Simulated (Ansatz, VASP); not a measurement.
**One calculation of Li2S, two programs**

```xyz
3
Lattice="0.0000 2.7836 2.7836 2.7836 0.0000 2.7836 2.7836 2.7836 0.0000" Properties=species:S:1:pos:R:3 pbc="T T T"
Li    1.3918    1.3918    1.3918
Li    4.1754    4.1754    4.1754
S     0.0000    0.0000    0.0000
```

Alike in both runs: functional LDA; k mesh 8 × 8 × 8; occupations gaussian, width 0.02 eV; no spin polarisation.

Ansatz relaxed the structure, and its values are those at the end. VASP's run is a single point on that final structure, the one shown.

|  | VASP | Ansatz |
| --- | --- | --- |
| version | VASP 6.6.1 | Ansatz 0.2.0 |
| potentials or method | VASP PAW LDA potentials, release 64 (Li_sv, S) | scalar-relativistic, plane waves, PAW |
| plane-wave cutoff (eV) | 520 | 420 |
| valence electrons in the cell | 12 | 12 |

|  | VASP | Ansatz | Ansatz less VASP |
| --- | --- | --- | --- |
| gap on the k mesh at the Fermi level (eV) | 3.12 | 3.12 | 0.000 |
| least direct gap on the mesh (eV) | 4.44 | 4.42 | -0.018 |

 A k mesh can miss the band edges.
